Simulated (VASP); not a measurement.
# BeTe: electric field gradients with PBE

Crystal: BeTe.

```
Be Te
1.0
     0.00000    2.81542    2.81542
     2.81542    0.00000    2.81542
     2.81542    2.81542    0.00000
Be Te
1 1
Direct
  0.00000 0.00000 0.00000
  0.75000 0.75000 0.75000
```

The cell isn't the ideal one: volume scaled by 1.05, PAW files.

| Item | Value |
| --- | --- |
| Program | VASP 6.6.1 |
| Task | electric field gradients |
| Functional | PBE |
| Potentials or basis | VASP PAW PBE potentials, release 64 (Be, Te) |
| Cutoff | 520 eV |
| k mesh | 11 × 11 × 11 |
| Occupations | fermi-dirac, width 0.05 eV |
| Spin | no spin polarisation |
| Dipole correction | no |
| Further INCAR settings | ALGO = Fast; EDIFF = 1e-08; NBANDS = 11 |

```
Pressure               : 1.2 GPa
Band gap on the k mesh : 1.99 eV, indirect (least direct gap 3.61 eV)
```

Levels at points of the mesh, in eV from the valence-band top:
| k point | band 2 | band 3 | band 4 | band 5 | band 6 | band 7 |
| --- | --- | --- | --- | --- | --- | --- |
| (0.00, 0.00, 0.00) | 0.00 | 0.00 | 0.00 | 3.61 | 3.61 | 3.61 |

Electric field gradients, principal values (V/Å²):
```
atom    Vxx    Vyy    Vzz
1 Be  0.000  0.000  0.000
2 Te  0.000  0.000  0.000
```

Run time: 24 s on 1 thread of Intel(R) Xeon(R) 6975P-C (Granite Rapids) (shared host), peak memory 0.16 GiB.

Caveat: spin-orbit coupling is left out, which moves the levels of the heavy elements; an odd mesh through Γ misses points on the zone boundary, where band edges often lie.
